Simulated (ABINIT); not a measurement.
# BAs (F-43m) in ABINIT: settings compared

The runs below take BAs through equation of state, band structure, with PBEsol, LDA-VWN, LDA-PZ, LDA-Teter.

All numbers are computed with ABINIT 10.8.3 (patched build); they aren't measurements. Logs are shortened: lines on timing, memory, paths and dates and some standing lists are left out, and cuts for length are marked. The log counts tension as positive stress, the text compression.

**Measured values to compare with.**

“Basic Physical Properties of Cubic Boron Arsenide”, 2019, arxiv:1911.11281 quotes, for a bulk crystal of BAs: bulk modulus 148 GPa.

How close the calculation comes is told below.

## Step 1: The crystal as given

Symmetry: F-43m, No. 216, cubic system. The conventional cell has a = 4.777 Å, b = 4.777 Å, c = 4.777 Å, α = 90.00°, β = 90.00°, γ = 90.00°. As (site symmetry -43m) has 4 B at 2.07 Å as nearest neighbours. Around B (site symmetry -43m) lie 4 As at 2.07 Å.

## Step 2: Equation of state, PBEsol

The input, run.abi:

```
# Datasets: one volume each
ndtset 7
getwfk -1
scalecart1 3*0.9795861087
scalecart2 3*0.9864848297
scalecart3 3*0.9932883884
scalecart4 3*1.0000000000
scalecart5 3*1.0066227096
scalecart6 3*1.0131594038
scalecart7 3*1.0196128224

# Pseudopotentials
pp_dirpath "./"
pseudos "As.GGA_PBE-JTH.xml, B.GGA_PBE-JTH.xml"

# Structure
acell 3*1.0
rprim
     0.0000000000     4.5136108487     4.5136108487
     4.5136108487     0.0000000000     4.5136108487
     4.5136108487     4.5136108487     0.0000000000
ntypat 2
znucl 33 5
natom 2
typat 1 2
xred
     0.7500000000     0.7500000000     0.7500000000
     0.0000000000     0.0000000000     0.0000000000

# Plane-wave basis
ecut 272.113862 eV
pawecutdg 20.0

# k points
kptopt 1
ngkpt 10 10 10
nshiftk 1
shiftk 0.0 0.0 0.0

# Exchange and correlation
ixc -116133

# Bands and occupations
nband 13
occopt 3
tsmear 0.00183747

# SCF cycle
nstep 100
tolvrs 1.0e-9

# Output
iomode 3
prtwf 1
prtden 0
prteig 0
prtebands 0
enunit 1
```

Potentials or basis: JTH PAW PBE v2.0.

On the command line:

```sh
$ abinit run.abi > log 2>&1
```

run.abo:

```text
.Version 10.8.3 of ABINIT
 DATASET    1 : space group F-4 3 m (#216); Bravais cF (face-center cubic)
================================================================================
 Values of the parameters that define the memory need for DATASET  1.
     intxc =       0    ionmov =       0      iscf =      17    lmnmax =      18
     lnmax =       6     mgfft =      18  mpssoang =       3    mqgrid =    3001
     natom =       2  nloc_mem =       2    nspden =       1   nspinor =       1
    nsppol =       1      nsym =      24    n1xccc =       1    ntypat =       2
    occopt =       3   xclevel =       2
       mpw =         274          nfft =        5832          nkpt =          47
 PAW method is used; the additional fine FFT grid is defined by:
   mgfftf=        27    nfftf =     19683
================================================================================
================================================================================
[... 71 lines left out ...]
 DATASET    7 : space group F-4 3 m (#216); Bravais cF (face-center cubic)
================================================================================
 Values of the parameters that define the memory need for DATASET  7.
     intxc =       0    ionmov =       0      iscf =      17    lmnmax =      18
     lnmax =       6     mgfft =      20  mpssoang =       3    mqgrid =    3001
     natom =       2  nloc_mem =       2    nspden =       1   nspinor =       1
    nsppol =       1      nsym =      24    n1xccc =       1    ntypat =       2
    occopt =       3   xclevel =       2
       mpw =         304          nfft =        8000          nkpt =          47
 PAW method is used; the additional fine FFT grid is defined by:
   mgfftf=        30    nfftf =     27000
================================================================================
================================================================================

--------------------------------------------------------------------------------
------------- Echo of variables that govern the present computation ------------
--------------------------------------------------------------------------------
 -outvars: echo values of preprocessed input variables --------
            acell      1.0000000000E+00  1.0000000000E+00  1.0000000000E+00 Bohr
              amu      7.49215900E+01  1.08110000E+01
             ecut      9.99999998E+00 Hartree
           enunit           1
           getwfk          -1
              ixc     -116133
           jdtset        1    2    3    4    5    6    7
         kptrlatt       10    0    0      0   10    0      0    0   10
          kptrlen1     6.25290353E+01
          kptrlen2     6.29693951E+01
          kptrlen3     6.34036805E+01
          kptrlen4     6.38320968E+01
          kptrlen5     6.42548382E+01
          kptrlen6     6.46720891E+01
          kptrlen7     6.50840244E+01
            natom           2
            nband          13
           ndtset           7
            ngfft1         18      18      18
            ngfft2         18      18      18
            ngfft3         18      18      18
            ngfft4         20      20      20
            ngfft5         20      20      20
            ngfft6         20      20      20
            ngfft7         20      20      20
          ngfftdg1         27      27      27
          ngfftdg2         27      27      27
          ngfftdg3         27      27      27
          ngfftdg4         27      27      27
          ngfftdg5         27      27      27
          ngfftdg6         30      30      30
          ngfftdg7         30      30      30
             nkpt          47
            nstep         100
             nsym          24
           ntypat           2
           occopt           3
        pawecutdg      2.00000000E+01 Hartree
         pawxcdev           0
           prtden           0
        prtebands           0
           prteig           0
            rprim1     0.0000000000E+00  4.4214704875E+00  4.4214704875E+00
                       4.4214704875E+00  0.0000000000E+00  4.4214704875E+00
                       4.4214704875E+00  4.4214704875E+00  0.0000000000E+00
            rprim2     0.0000000000E+00  4.4526086294E+00  4.4526086294E+00
                       4.4526086294E+00  0.0000000000E+00  4.4526086294E+00
                       4.4526086294E+00  4.4526086294E+00  0.0000000000E+00
            rprim3     0.0000000000E+00  4.4833172458E+00  4.4833172458E+00
                       4.4833172458E+00  0.0000000000E+00  4.4833172458E+00
                       4.4833172458E+00  4.4833172458E+00  0.0000000000E+00
            rprim4     0.0000000000E+00  4.5136108487E+00  4.5136108487E+00
                       4.5136108487E+00  0.0000000000E+00  4.5136108487E+00
                       4.5136108487E+00  4.5136108487E+00  0.0000000000E+00
            rprim5     0.0000000000E+00  4.5435031826E+00  4.5435031826E+00
                       4.5435031826E+00  0.0000000000E+00  4.5435031826E+00
                       4.5435031826E+00  4.5435031826E+00  0.0000000000E+00
            rprim6     0.0000000000E+00  4.5730072765E+00  4.5730072765E+00
                       4.5730072765E+00  0.0000000000E+00  4.5730072765E+00
                       4.5730072765E+00  4.5730072765E+00  0.0000000000E+00
            rprim7     0.0000000000E+00  4.6021354967E+00  4.6021354967E+00
                       4.6021354967E+00  0.0000000000E+00  4.6021354967E+00
                       4.6021354967E+00  4.6021354967E+00  0.0000000000E+00
          spgroup         216
           tolvrs      1.00000000E-09
           tsmear      1.83747000E-03 Hartree
            typat      1  2
           useylm           1
           xangst1     3.5096121286E+00  3.5096121286E+00  3.5096121286E+00
                       0.0000000000E+00  0.0000000000E+00  0.0000000000E+00
           xangst2     3.5343285212E+00  3.5343285212E+00  3.5343285212E+00
                       0.0000000000E+00  0.0000000000E+00  0.0000000000E+00
           xangst3     3.5587039712E+00  3.5587039712E+00  3.5587039712E+00
                       0.0000000000E+00  0.0000000000E+00  0.0000000000E+00
           xangst4     3.5827499976E+00  3.5827499976E+00  3.5827499976E+00
                       0.0000000000E+00  0.0000000000E+00  0.0000000000E+00
           xangst5     3.6064775104E+00  3.6064775104E+00  3.6064775104E+00
                       0.0000000000E+00  0.0000000000E+00  0.0000000000E+00
           xangst6     3.6298968515E+00  3.6298968515E+00  3.6298968515E+00
                       0.0000000000E+00  0.0000000000E+00  0.0000000000E+00
           xangst7     3.6530178370E+00  3.6530178370E+00  3.6530178370E+00
                       0.0000000000E+00  0.0000000000E+00  0.0000000000E+00
            xcart1     6.6322057312E+00  6.6322057312E+00  6.6322057312E+00
                       0.0000000000E+00  0.0000000000E+00  0.0000000000E+00
            xcart2     6.6789129441E+00  6.6789129441E+00  6.6789129441E+00
                       0.0000000000E+00  0.0000000000E+00  0.0000000000E+00
            xcart3     6.7249758687E+00  6.7249758687E+00  6.7249758687E+00
                       0.0000000000E+00  0.0000000000E+00  0.0000000000E+00
            xcart4     6.7704162730E+00  6.7704162730E+00  6.7704162730E+00
                       0.0000000000E+00  0.0000000000E+00  0.0000000000E+00
            xcart5     6.8152547739E+00  6.8152547739E+00  6.8152547739E+00
                       0.0000000000E+00  0.0000000000E+00  0.0000000000E+00
            xcart6     6.8595109147E+00  6.8595109147E+00  6.8595109147E+00
                       0.0000000000E+00  0.0000000000E+00  0.0000000000E+00
            xcart7     6.9032032450E+00  6.9032032450E+00  6.9032032450E+00
                       0.0000000000E+00  0.0000000000E+00  0.0000000000E+00
             xred      7.5000000000E-01  7.5000000000E-01  7.5000000000E-01
                       0.0000000000E+00  0.0000000000E+00  0.0000000000E+00
            znucl       33.00000    5.00000

================================================================================

 chkinp: Checking input parameters for consistency, jdtset=   1.

 chkinp: Checking input parameters for consistency, jdtset=   2.
[... 36 lines left out ...]
 getcut: wavevector=  0.0000  0.0000  0.0000  ngfft=  27  27  27
         ecut(hartree)=     20.000   => boxcut(ratio)=   2.06849

--- Pseudopotential description ------------------------------------------------
- pspini: atom type   1  psp file is ./As.GGA_PBE-JTH.xml
 Pseudopotential format is: paw10
 basis_size (lnmax)=  6 (lmn_size= 18), orbitals=   0   0   1   1   2   2
 Spheres core radius: rc_sph= 2.10391912
 Shapefunction is BESSEL type: shapef(r,l)=aa(1,l)*jl(q(1,l)*r)+aa(2,l)*jl(q(2,l)*r)
 Radius for shape functions =  1.70360438
 Compensation charge density is not taken into account in XC energy/potential

- pspini: atom type   2  psp file is ./B.GGA_PBE-JTH.xml
 Pseudopotential format is: paw10
 basis_size (lnmax)=  4 (lmn_size=  8), orbitals=   0   0   1   1
 Spheres core radius: rc_sph= 1.70616958
 Shapefunction is SIN type: shapef(r)=[sin(pi*r/rshp)/(pi*r/rshp)]**2
 Radius for shape functions =  1.40269776
 Compensation charge density is not taken into account in XC energy/potential

   4.97343271E+02                                ecore*ucvol(ha*bohr**3)
--------------------------------------------------------------------------------

================================================================================

--- !BeginCycle
iteration_state: {dtset: 1, }
solver: {iscf: 17, nstep: 100, nline: 4, wfoptalg: 10, }
tolerances: {tolvrs: 1.00E-09, }
...
[... 1202 lines left out ...]
-Cartesian components of stress tensor (GPa)         [Pressure= -1.4288E+01 GPa]
- sigma(1 1)=  1.42877022E+01  sigma(3 2)=  0.00000000E+00
- sigma(2 2)=  1.42877022E+01  sigma(3 1)=  0.00000000E+00
- sigma(3 3)=  1.42877022E+01  sigma(2 1)=  0.00000000E+00

== END DATASET(S) ==============================================================
================================================================================

 -outvars: echo values of variables after computation  --------
            acell      1.0000000000E+00  1.0000000000E+00  1.0000000000E+00 Bohr
           etotal1    -1.1669436493E+02
           etotal2    -1.1669522299E+02
           etotal3    -1.1669568604E+02
           etotal4    -1.1669574337E+02
           etotal5    -1.1669550296E+02
           etotal6    -1.1669495028E+02
           etotal7    -1.1669410657E+02
            fcart1    -7.6124143280E-30 -1.1418621492E-29  3.0449657312E-29
                       7.6124143280E-30  1.1418621492E-29 -3.0449657312E-29
            fcart2    -0.0000000000E+00 -0.0000000000E+00 -0.0000000000E+00
                      -0.0000000000E+00 -0.0000000000E+00 -0.0000000000E+00
            fcart3    -0.0000000000E+00 -0.0000000000E+00 -0.0000000000E+00
                      -0.0000000000E+00 -0.0000000000E+00 -0.0000000000E+00
            fcart4    -7.4570153293E-30  3.7285076647E-30  0.0000000000E+00
                       7.4570153293E-30 -3.7285076647E-30 -2.8025969286E-45
            fcart5     0.0000000000E+00  1.8519886493E-30  0.0000000000E+00
                       0.0000000000E+00 -1.8519886493E-30  0.0000000000E+00
[... 38 lines left out ...]
                       0.0000000000E+00  0.0000000000E+00  0.0000000000E+00
           xangst1     3.5096121286E+00  3.5096121286E+00  3.5096121286E+00
                       0.0000000000E+00  0.0000000000E+00  0.0000000000E+00
           xangst2     3.5343285212E+00  3.5343285212E+00  3.5343285212E+00
                       0.0000000000E+00  0.0000000000E+00  0.0000000000E+00
           xangst3     3.5587039712E+00  3.5587039712E+00  3.5587039712E+00
                       0.0000000000E+00  0.0000000000E+00  0.0000000000E+00
           xangst4     3.5827499976E+00  3.5827499976E+00  3.5827499976E+00
                       0.0000000000E+00  0.0000000000E+00  0.0000000000E+00
           xangst5     3.6064775104E+00  3.6064775104E+00  3.6064775104E+00
                       0.0000000000E+00  0.0000000000E+00  0.0000000000E+00
           xangst6     3.6298968515E+00  3.6298968515E+00  3.6298968515E+00
                       0.0000000000E+00  0.0000000000E+00  0.0000000000E+00
           xangst7     3.6530178370E+00  3.6530178370E+00  3.6530178370E+00
                       0.0000000000E+00  0.0000000000E+00  0.0000000000E+00
             xred      7.5000000000E-01  7.5000000000E-01  7.5000000000E-01
                       0.0000000000E+00  0.0000000000E+00  0.0000000000E+00
 Calculation completed.
```

Wall time 44 s (1 thread of Arm Neoverse V2, shared host); peak memory 0.12 GiB.

Results:

* Equilibrium volume: 13.55 Å³/atom
* Bulk modulus: 137 GPa
* Pressure derivative of the bulk modulus: 3.9 (rough: it moves with the points fitted)

Energy against volume, from the lowest point:
```tsv
volume (Å³/atom)	energy (meV/atom)
12.809	18.75
13.081	7.08
13.354	0.78
13.626	0.00
13.899	3.27
14.171	10.79
14.444	22.27
```

Caveat: the cutoff is too short for stress, so the log's stress isn't used; pressures at fixed basis lie under the slope of the energies; the PAW data sets were made with another functional, which shifts forces and pressure a little.

[end of part 1 of 2]
